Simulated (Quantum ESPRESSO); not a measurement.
Te under changes of volume

One of the cells (32.696 Å³/atom); the others are scaled copies at fixed shape and fractional positions:

```
CELL_PARAMETERS angstrom
3.82029 -2.14820 0.00000
3.82029 2.14820 0.00000
-0.09429 0.00000 5.97609
ATOMIC_POSITIONS crystal
Te 0.00000 0.00000 0.00000
Te 0.30945 0.30945 0.33881
Te 0.69055 0.69055 0.66119
```

This isn't the form of Te at room conditions, which is trigonal, of chains.

| Item | Value |
| --- | --- |
| Program | Quantum ESPRESSO 7.5 |
| Functional | LDA |
| Potentials or basis | GBRV 1.5 LDA |
| Cutoff | 612 eV |
| Density cutoff | 4898 eV |
| k mesh | 7 × 7 × 5 |
| Occupations | fermi-dirac, width 0.05 eV |
| Spin | no spin polarisation |

```tsv
volume (Å³/atom)	energy over the lowest point (meV/atom)	pressure (GPa)	largest force (eV/Å)
30.734	0.00	0.4	0.311
31.388	1.07	-0.9	0.242
32.042	6.89	-2.0	0.178
32.696	16.96	-3.0	0.119
33.350	30.76	-3.8	0.063
34.004	?	?	?
34.658	67.95	-5.3	0.039
```

What does the run at 34.004 Å³/atom give?

Energy over the lowest point 47.88 meV/atom; pressure -4.6 GPa; largest force 0.015 eV/Å.

Worked out: A Birch-Murnaghan fit of order 3 (a polynomial in V^(-2/3)) to the other rows has its minimum at 30.92 Å³/atom with B0 = V·E''(V) = 60 GPa and B' = 4.7 at fixed shape and positions, which overstates the stiffness. It gives 47.89 meV/atom at 34.004 Å³/atom, against the run's 47.88, and -dE/dV = -4.6 GPa, against -4.6.

Energies are extrapolated to zero smearing.
